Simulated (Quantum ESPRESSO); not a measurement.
# MoS2 (R3m) in Quantum ESPRESSO: a series of runs

The runs below take MoS2 through single point, with PBE+U.

Everything below comes from runs of Quantum ESPRESSO 7.5. Logs are shortened: lines on timing, memory, paths and dates and some standing lists are left out, and cuts for length are marked.

### Step 1. The crystal as given

The structure is trigonal, space group R3m (No. 160). Conventional cell: a = 3.163 Å, b = 3.163 Å, c = 18.370 Å, α = 90.00°, β = 90.00°, γ = 120.00°. Mo (site symmetry 3m) has 6 S at 2.36 Å as nearest neighbours. Around S (site symmetry 3m) lie 3 Mo at 2.36 Å. Around S (site symmetry 3m) lie 3 Mo at 2.36 Å.

Measurements of this composition are mostly on another form, of space group No. 194.

### Step 2. Single point, PBE+U, collinear spin, ferromagnetic start

Contents of pw.in:

```
&CONTROL
  calculation = 'scf'
  prefix = 'pwscf'
  outdir = './tmp'
  pseudo_dir = './pseudo'
  tprnfor = .true.
  tstress = .true.
  disk_io = 'nowf'
/
&SYSTEM
  ibrav = 0
  nat = 3
  ntyp = 2
  ecutwfc = 45
  ecutrho = 360
  nbnd = 23
  occupations = 'smearing'
  smearing = 'gaussian'
  degauss = 0.00367493
  nspin = 2
  starting_magnetization(1) = 0.1429
  starting_magnetization(2) = 0
/
&ELECTRONS
  conv_thr = 1.2d-07
  electron_maxstep = 100
  mixing_beta = 0.7
  mixing_ndim = 20
/
ATOMIC_SPECIES
Mo    95.9500 mo_pbe_v1.uspp.F.UPF
S     32.0600 s_pbe_v1.4.uspp.F.UPF
CELL_PARAMETERS angstrom
   1.5814998900    0.9130793900    6.1233282100
  -1.5814998900    0.9130793900    6.1233282100
   0.0000000000   -1.8261587800    6.1233282100
ATOMIC_POSITIONS crystal
Mo     0.0000000000    0.0000000000    0.0000000000
S      0.7484000000    0.7484000000    0.7484000000
S      0.5849000000    0.5849000000    0.5849000000
K_POINTS automatic
7 7 7 0 0 0
HUBBARD {ortho-atomic}
U Mo-4d 4.0
```

Potentials or basis: GBRV 1.5 PBE.

The run is started by

```sh
> OMP_NUM_THREADS=1 mpirun -n 2 pw.x -nk 2 -in pw.in > pw.out
```

pw.out:

```text
This program is part of the open-source Quantum ESPRESSO suite
     for quantum simulation of materials; please cite
[... 13 lines left out ...]
     --------------------
     sticks:   dense  smooth     PW     G-vecs:    dense   smooth      PW
     Sum        2013    1001    339                41355    14653    2813

     Using Slab Decomposition

     bravais-lattice index     =            0
     lattice parameter (alat)  =      12.0750  a.u.
     unit-cell volume          =     358.0248 (a.u.)^3
     number of atoms/cell      =            3
     number of atomic types    =            2
     number of electrons       =        26.00
     number of Kohn-Sham states=           23
     kinetic-energy cutoff     =      45.0000  Ry
     charge density cutoff     =     360.0000  Ry
     scf convergence threshold =      1.2E-07
     mixing beta               =       0.7000
     number of iterations used =           20  plain     mixing
     Exchange-correlation=  SLA  PW   PBX  PBC
                           (   1   4   3   4   0   0   0)
     Hubbard projectors: ortho-atomic
     Hubbard parameters of DFT+U (Dudarev formulation) in eV:
     U(Mo-4d) =  4.0000

     Internal variables: lda_plus_u =T, lda_plus_u_kind = 0

     Internal variables: orbital_resolved =F, hub_pot_fix =F, apply_U = F

     celldm(1)=  12.075040  celldm(2)=   0.000000  celldm(3)=   0.000000
     celldm(4)=   0.000000  celldm(5)=   0.000000  celldm(6)=   0.000000

     crystal axes: (cart. coord. in units of alat)
               a(1) = (   0.247502   0.142896   0.958292 )
               a(2) = (  -0.247502   0.142896   0.958292 )
               a(3) = (   0.000000  -0.285791   0.958292 )

     reciprocal axes: (cart. coord. in units 2 pi/alat)
               b(1) = (  2.020182  1.166353  0.347841 )
               b(2) = ( -2.020182  1.166353  0.347841 )
               b(3) = ( -0.000000 -2.332706  0.347841 )

     PseudoPot. # 1 for Mo read from file:
     mo_pbe_v1.uspp.F.UPF
     Pseudo is Ultrasoft + core correction, Zval = 14.0
     Generated by new atomic code, or converted to UPF format
     Using radial grid of  889 points,  6 beta functions with:
                l(1) =   0
                l(2) =   0
                l(3) =   1
                l(4) =   1
                l(5) =   2
                l(6) =   2
     Q(r) pseudized with  6 coefficients,  rinner =    1.000   1.000   1.000
                                                       1.000   1.000

     PseudoPot. # 2 for S  read from file:
     s_pbe_v1.4.uspp.F.UPF
     Pseudo is Ultrasoft + core correction, Zval =  6.0
     Generated by new atomic code, or converted to UPF format
     Using radial grid of  907 points,  6 beta functions with:
                l(1) =   0
                l(2) =   0
                l(3) =   1
                l(4) =   1
                l(5) =   2
                l(6) =   2
     Q(r) pseudized with  8 coefficients,  rinner =    1.300   1.300   1.300
                                                       1.300   1.300

     atomic species   valence    mass     pseudopotential
     Mo               14.00    95.95000     Mo( 1.00)
     S                 6.00    32.06000     S ( 1.00)

     Starting magnetic structure
     atomic species   magnetization
     Mo              0.143
     S               0.000

      6 Sym. Ops. (no inversion) found

   Cartesian axes

     site n.     atom                  positions (alat units)
         1        Mo     tau(   1) = (   0.0000000   0.0000000   0.0000000  )
         2        S      tau(   2) = (   0.0000000  -0.0000000   2.1515570  )
         3        S      tau(   3) = (   0.0000000  -0.0000000   1.6815148  )

     number of k points=    44  Gaussian smearing, width (Ry)=  0.0037
                       cart. coord. in units 2pi/alat
        k(    1) = (   0.0000000   0.0000000   0.0000000), wk =   0.0029155
        k(    2) = (  -0.0000000  -0.3332436   0.0496916), wk =   0.0174927
        k(    3) = (  -0.0000000  -0.6664873   0.0993832), wk =   0.0174927
        k(    4) = (  -0.0000000  -0.9997309   0.1490748), wk =   0.0174927
        k(    5) = (  -0.2885975  -0.1666218   0.0993832), wk =   0.0174927
        k(    6) = (  -0.2885975  -0.4998655   0.1490748), wk =   0.0349854
[... 36 lines left out ...]
        k(   43) = (  -0.0000000   0.0000000   0.4472243), wk =   0.0058309
        k(   44) = (  -0.0000000   1.9994619   0.1490748), wk =   0.0174927

     Dense  grid:    41355 G-vectors     FFT dimensions: (  75,  75,  75)

     Smooth grid:    14653 G-vectors     FFT dimensions: (  54,  54,  54)

     Generating pointlists ...
     new r_m :   0.1526 (alat units)  1.8429 (a.u.) for type    1
     new r_m :   0.1526 (alat units)  1.8429 (a.u.) for type    2

     Initial potential from superposition of free atoms

     starting charge      25.9989, renormalised to      26.0000

     STARTING HUBBARD OCCUPATIONS:

     =================== HUBBARD OCCUPATIONS ===================
     ------------------------ ATOM    1 ------------------------
     Tr[ns(  1)] (up, down, total) =   4.00000  0.00000  4.00000
     Atomic magnetic moment for atom   1 =   4.00000
     SPIN  1
     eigenvalues:
       0.800  0.800  0.800  0.800  0.800
     eigenvectors (columns):
       1.000  0.000  0.000  0.000  0.000
       0.000  1.000  0.000  0.000  0.000
       0.000  0.000  1.000  0.000  0.000
       0.000  0.000  0.000  1.000  0.000
       0.000  0.000  0.000  0.000  1.000
     occupation matrix ns (before diag.):
       0.800  0.000  0.000  0.000  0.000
       0.000  0.800  0.000  0.000  0.000
       0.000  0.000  0.800  0.000  0.000
       0.000  0.000  0.000  0.800  0.000
       0.000  0.000  0.000  0.000  0.800
     SPIN  2
     eigenvalues:
       0.000  0.000  0.000  0.000  0.000
     eigenvectors (columns):
       1.000  0.000  0.000  0.000  0.000
       0.000  1.000  0.000  0.000  0.000
       0.000  0.000  1.000  0.000  0.000
       0.000  0.000  0.000  1.000  0.000
       0.000  0.000  0.000  0.000  1.000
     occupation matrix ns (before diag.):
       0.000  0.000  0.000  0.000  0.000
       0.000  0.000  0.000  0.000  0.000
       0.000  0.000  0.000  0.000  0.000
       0.000  0.000  0.000  0.000  0.000
       0.000  0.000  0.000  0.000  0.000

     Number of occupied Hubbard levels =    4.0000

     Atomic wfc used for Hubbard projectors are orthogonalized

     Starting wfcs are   21 randomized atomic wfcs +    2 random wfcs

     Self-consistent Calculation

     iteration #  1     ecut=    45.00 Ry     beta= 0.70
     Davidson diagonalization with overlap
     ethr =  1.00E-02,  avg # of iterations =  5.2

     =================== HUBBARD OCCUPATIONS ===================
     ------------------------ ATOM    1 ------------------------
     Tr[ns(  1)] (up, down, total) =   3.35026  1.59870  4.94897
     Atomic magnetic moment for atom   1 =   1.75156
     SPIN  1
     eigenvalues:
       0.580  0.580  0.702  0.702  0.787
     eigenvectors (columns):
       0.000 -0.000  0.000  0.000  1.000
       0.291 -0.957 -0.000 -0.000 -0.000
       0.957  0.291  0.000 -0.000 -0.000
       0.000  0.000 -0.434  0.901 -0.000
       0.000 -0.000  0.901  0.434 -0.000
     occupation matrix ns (before diag.):
       0.787 -0.000 -0.000 -0.000 -0.000
      -0.000  0.580 -0.000  0.000 -0.000
      -0.000 -0.000  0.580 -0.000 -0.000
      -0.000  0.000 -0.000  0.702  0.000
      -0.000 -0.000 -0.000  0.000  0.702
     SPIN  2
     eigenvalues:
       0.297  0.318  0.318  0.333  0.333
     eigenvectors (columns):
       1.000 -0.000  0.000 -0.000  0.000
       0.000 -0.006  0.003  0.290 -0.957
       0.000  0.003  0.006  0.957  0.290
       0.000 -0.494 -0.869  0.007  0.002
       0.000  0.869 -0.494  0.002 -0.007
     occupation matrix ns (before diag.):
       0.297 -0.000 -0.000 -0.000 -0.000
      -0.000  0.333 -0.000  0.000  0.000
      -0.000 -0.000  0.333  0.000 -0.000
      -0.000  0.000  0.000  0.318  0.000
      -0.000  0.000 -0.000  0.000  0.318

     Number of occupied Hubbard levels =    4.9490

     Threshold (ethr) on eigenvalues was too large:
     Diagonalizing with lowered threshold

     Davidson diagonalization with overlap
     ethr =  4.28E-04,  avg # of iterations =  2.9

     negative rho (up, down):  0.000E+00 1.273E-04

     total energy              =    -187.23977265 Ry
     estimated scf accuracy    <       0.11889221 Ry

     total magnetization       =     0.99 Bohr mag/cell
     absolute magnetization    =     2.25 Bohr mag/cell

     iteration #  2     ecut=    45.00 Ry     beta= 0.70
     Davidson diagonalization with overlap
     ethr =  4.57E-04,  avg # of iterations =  3.1

     negative rho (up, down):  0.000E+00 1.289E-04

     total energy              =    -187.27240896 Ry
     estimated scf accuracy    <       0.21020109 Ry

     total magnetization       =     0.25 Bohr mag/cell
     absolute magnetization    =     1.29 Bohr mag/cell

     iteration #  3     ecut=    45.00 Ry     beta= 0.70
     Davidson diagonalization with overlap
     ethr =  4.57E-04,  avg # of iterations =  2.0

     negative rho (up, down):  0.000E+00 8.457E-05

     total energy              =    -187.31725182 Ry
     estimated scf accuracy    <       0.10965566 Ry

     total magnetization       =     0.24 Bohr mag/cell
     absolute magnetization    =     1.27 Bohr mag/cell

     iteration #  4     ecut=    45.00 Ry     beta= 0.70
     Davidson diagonalization with overlap
     ethr =  4.22E-04,  avg # of iterations =  1.0

     negative rho (up, down):  0.000E+00 3.498E-05

     total energy              =    -187.34362348 Ry
     estimated scf accuracy    <       0.01185834 Ry

     total magnetization       =     0.10 Bohr mag/cell
     absolute magnetization    =     1.00 Bohr mag/cell
[... 61 lines left out ...]
     iteration # 11     ecut=    45.00 Ry     beta= 0.70
     Davidson diagonalization with overlap
     ethr =  6.25E-09,  avg # of iterations =  2.0

     Magnetic moment per site  (integrated on atomic sphere of radius R)
     atom   1 (R=0.153)  charge= 10.6478  magn= -0.0001
     atom   2 (R=0.153)  charge=  4.0641  magn=  0.0000
     atom   3 (R=0.153)  charge=  4.0638  magn=  0.0000

     End of self-consistent calculation

     =================== HUBBARD OCCUPATIONS ===================
     ------------------------ ATOM    1 ------------------------
     Tr[ns(  1)] (up, down, total) =   2.51455  2.51470  5.02925
     Atomic magnetic moment for atom   1 =  -0.00015
     SPIN  1
     eigenvalues:
       0.461  0.461  0.499  0.499  0.594
     eigenvectors (columns):
      -0.000  0.000 -0.000 -0.000  1.000
      -0.287  0.958  0.008  0.004 -0.000
      -0.958 -0.287 -0.004  0.008 -0.000
      -0.009 -0.003  0.469 -0.883 -0.000
      -0.003  0.009 -0.883 -0.469 -0.000
     occupation matrix ns (before diag.):
       0.594 -0.000 -0.000 -0.000 -0.000
      -0.000  0.461 -0.000  0.000 -0.000
      -0.000 -0.000  0.461 -0.000 -0.000
      -0.000  0.000 -0.000  0.499  0.000
      -0.000 -0.000 -0.000  0.000  0.499
     SPIN  2
     eigenvalues:
       0.461  0.461  0.500  0.500  0.593
     eigenvectors (columns):
      -0.000  0.000 -0.000 -0.000  1.000
      -0.287  0.958  0.008  0.004 -0.000
      -0.958 -0.287 -0.004  0.008 -0.000
      -0.009 -0.003  0.469 -0.883 -0.000
      -0.003  0.009 -0.883 -0.469 -0.000
     occupation matrix ns (before diag.):
       0.593 -0.000 -0.000 -0.000 -0.000
      -0.000  0.461 -0.000  0.000 -0.000
      -0.000 -0.000  0.461 -0.000 -0.000
      -0.000  0.000 -0.000  0.500  0.000
      -0.000 -0.000 -0.000  0.000  0.500

     Number of occupied Hubbard levels =    5.0293

 ------ SPIN UP ------------

          k = 0.0000 0.0000 0.0000 (  1813 PWs)   bands (ev):

   -50.4004 -24.5256 -24.3729 -24.3729  -4.0263  -2.1831   4.0111   7.4658
     7.4658   8.7739   8.7739   9.9451  10.0224  13.3072  13.3072  13.7527
    13.7527  16.5937  19.3463  19.5692  21.2390  21.2390  23.1651

          k =-0.0000-0.3332 0.0497 (  1843 PWs)   bands (ev):
[... 109 lines left out ...]
   -50.3599 -24.7663 -24.4631 -24.4438  -2.1272  -1.7226   4.5041   5.6638
     6.1310   7.1201   8.8478   9.2686   9.5514  12.6933  13.0689  14.6375
    14.9711  16.7764  18.2202  19.2191  20.7973  22.2068  22.4167

          k = 0.0000 0.9997 0.0000 (  1825 PWs)   bands (ev):

   -50.3599 -24.7663 -24.4631 -24.4438  -2.1630  -1.6817   4.4453   5.7365
     6.1286   7.1267   8.9600   9.2546   9.4501  12.6845  12.8729  14.7082
    15.0085  17.0319  18.3657  18.9212  20.8493  22.0689  22.1952

          k =-0.0000 0.6665 0.0497 (  1835 PWs)   bands (ev):
[... 133 lines left out ...]
   -50.3922 -24.5096 -24.4531 -24.3909  -3.5118  -2.4341   5.1809   6.8957
     7.1968   7.7784   8.3591   9.0778  10.5526  13.1537  13.2950  13.4129
    13.9217  17.9098  20.2250  20.6567  21.1978  21.9786  22.3297

 ------ SPIN DOWN ----------

          k = 0.0000 0.0000 0.0000 (  1813 PWs)   bands (ev):

   -50.4004 -24.5241 -24.3736 -24.3736  -4.0259  -2.1825   4.0132   7.4637
     7.4637   8.7744   8.7744   9.9500  10.0230  13.3078  13.3078  13.7520
    13.7520  16.5946  19.3469  19.5699  21.2394  21.2395  23.1655

          k =-0.0000-0.3332 0.0497 (  1843 PWs)   bands (ev):
[... 109 lines left out ...]
   -50.3599 -24.7670 -24.4638 -24.4422  -2.1271  -1.7220   4.5043   5.6644
     6.1318   7.1207   8.8484   9.2684   9.5537  12.6903  13.0712  14.6380
    14.9716  16.7766  18.2206  19.2194  20.7976  22.2071  22.4171

          k = 0.0000 0.9997 0.0000 (  1825 PWs)   bands (ev):

   -50.3599 -24.7670 -24.4638 -24.4422  -2.1629  -1.6811   4.4454   5.7371
     6.1296   7.1273   8.9606   9.2544   9.4522  12.6814  12.8753  14.7086
    15.0091  17.0321  18.3661  18.9214  20.8497  22.0692  22.1956

          k =-0.0000 0.6665 0.0497 (  1835 PWs)   bands (ev):
[... 133 lines left out ...]
   -50.3922 -24.5080 -24.4538 -24.3916  -3.5114  -2.4336   5.1835   6.8944
     7.1972   7.7765   8.3597   9.0783  10.5562  13.1542  13.2940  13.4131
    13.9223  17.9105  20.2255  20.6571  21.1983  21.9791  22.3301

     the Fermi energy is    11.3313 ev

!    total energy              =    -187.35757522 Ry
     estimated scf accuracy    <       0.00000005 Ry
     smearing contrib. (-TS)   =      -0.00000000 Ry
     internal energy E=F+TS    =    -187.35757522 Ry

     The total energy is F=E-TS. E is the sum of the following terms:
     one-electron contribution =     -90.14871469 Ry
     hartree contribution      =      56.37524826 Ry
     xc contribution           =     -36.41959206 Ry
     ewald contribution        =    -117.52855811 Ry
     Hubbard energy            =       0.36404139 Ry

     total magnetization       =     0.00 Bohr mag/cell
     absolute magnetization    =     0.00 Bohr mag/cell

     convergence has been achieved in  11 iterations

     Forces acting on atoms (cartesian axes, Ry/au):

     atom    1 type  1   force =     0.00000000    0.00000000   -0.00006400
     atom    2 type  2   force =     0.00000000    0.00000000    0.04962452
     atom    3 type  2   force =    -0.00000000   -0.00000000   -0.04956052

     Total force =     0.070134     Total SCF correction =     0.000084

     Computing stress (Cartesian axis) and pressure

          total   stress  (Ry/bohr**3)                   (kbar)     P=       90.97
   0.00046595   0.00000000  -0.00000000           68.54        0.00       -0.00
   0.00000000   0.00046595   0.00000000            0.00       68.54        0.00
  -0.00000000  -0.00000000   0.00092326           -0.00       -0.00      135.82

=------------------------------------------------------------------------------=
   JOB DONE.
=------------------------------------------------------------------------------=
```

Run time: 87 s. Hardware: 2 MPI ranks of Intel Xeon Platinum 8488C (Sapphire Rapids), shared host; peak memory 0.48 GiB.

Results:

```yaml
Free_energy: -2549.1297 eV
Pressure: 9.1 GPa
Largest_force: 1.276 eV/Å
Band_gap_on_the_k_mesh: 0.89 eV, indirect (least direct gap 1.96 eV)
Net_moment: 0.00 μB per cell
Absolute_moment: 0.00 μB per cell
Valence_electrons_inside_the_program's_atomic_spheres: Mo 10.65; S 4.06
```

Forces in eV/Å, atoms in the order of the input:
```
Mo   0.000  0.000 -0.002
S    0.000  0.000  1.276
S    0.000  0.000 -1.274
```

Eigenvalues of the final occupation matrices:
```
   site  spin  trace               eigenvalues
Mo 1 4d     1   2.51  0.46 0.46 0.50 0.50 0.59
Mo 1 4d     2   2.51  0.46 0.46 0.50 0.50 0.59
```

Caveat: an odd mesh through Γ misses points on the zone boundary, where band edges often lie; forces of over 1 eV/Å show positions far from the minimum, so gaps and moduli don't describe the material at rest.

[end of part 1 of 2]
